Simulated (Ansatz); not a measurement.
All numbers below come from DFT PBE, scalar-relativistic, plane waves, PAW (Ansatz). Settings: cutoff 420 eV, Γ-centred meshes spaced at most about 0.3 Å⁻¹, and about 0.25 Å⁻¹ or finer for metals (2π included), Gaussian smearing. No spin polarisation.

All energies are static (0 K, no zero-point motion).

Two forms of Zr3S2 were relaxed alike.

A.

```cif
data_structure
_symmetry_space_group_name_H-M 'R-3m:H'
_symmetry_Int_Tables_number 166
_cell_length_a 3.6137
_cell_length_b 3.6137
_cell_length_c 25.7562
_cell_angle_alpha 90.000
_cell_angle_beta 90.000
_cell_angle_gamma 120.000
_cell_volume 291.29
loop_
_atom_site_label
_atom_site_type_symbol
_atom_site_symmetry_multiplicity
_atom_site_Wyckoff_symbol
_atom_site_fract_x
_atom_site_fract_y
_atom_site_fract_z
_atom_site_occupancy
Zr1 Zr 3 a 0.00000 0.00000 0.00000 1
Zr2 Zr 6 c 0.00000 0.00000 0.21560 1
S1 S 6 c 0.33333 0.66667 0.06087 1
```

B.

```cif
data_structure
_symmetry_space_group_name_H-M 'C2/m'
_symmetry_Int_Tables_number 12
_cell_length_a 11.1987
_cell_length_b 5.1719
_cell_length_c 3.5211
_cell_angle_alpha 90.000
_cell_angle_beta 107.996
_cell_angle_gamma 90.000
_cell_volume 193.96
loop_
_atom_site_label
_atom_site_type_symbol
_atom_site_symmetry_multiplicity
_atom_site_Wyckoff_symbol
_atom_site_fract_x
_atom_site_fract_y
_atom_site_fract_z
_atom_site_occupancy
Zr1 Zr 4 i 0.65099 0.50000 0.65867 1
Zr2 Zr 2 b 0.00000 0.50000 0.00000 1
S1 S 4 i 0.67529 0.00000 0.67153 1
```

Question: Which would you expect to be lower, and how large is the difference?

Answer: They are level within the accuracy (4 meV/atom apart, with A the lower in these runs). A has the anti-tetradymite type, space group R-3m (No. 166), 19.4 Å³/atom and no gap on its mesh; B has space group C2/m (No. 12), 19.4 Å³/atom and no gap. Counting S atoms around Zr (those within 1.25 times the shortest such distance or 1.15 times the sum of covalent radii; a slash parts the counts of unlike sites), A has Zr 3/6 and B has Zr 4. In A, Zr on a site of symmetry -3m is surrounded by 6 S at 2.61 Å; around Zr on a site of symmetry 3m lie 3 S at 2.55 Å; S has 6 Zr at 2.55–2.61 Å. In B, Zr on a site of symmetry m is surrounded by 4 S at 2.55–2.60 Å and 1 Zr at 3.22 Å; around Zr on a site of symmetry 2/m lie 4 S at 2.56–2.57 Å; S has 6 Zr at 2.55–2.60 Å. Both come from invented guesses.

For metals, differences of a few meV/atom aren't resolved. Cells relaxed within their symmetry can be saddle points.
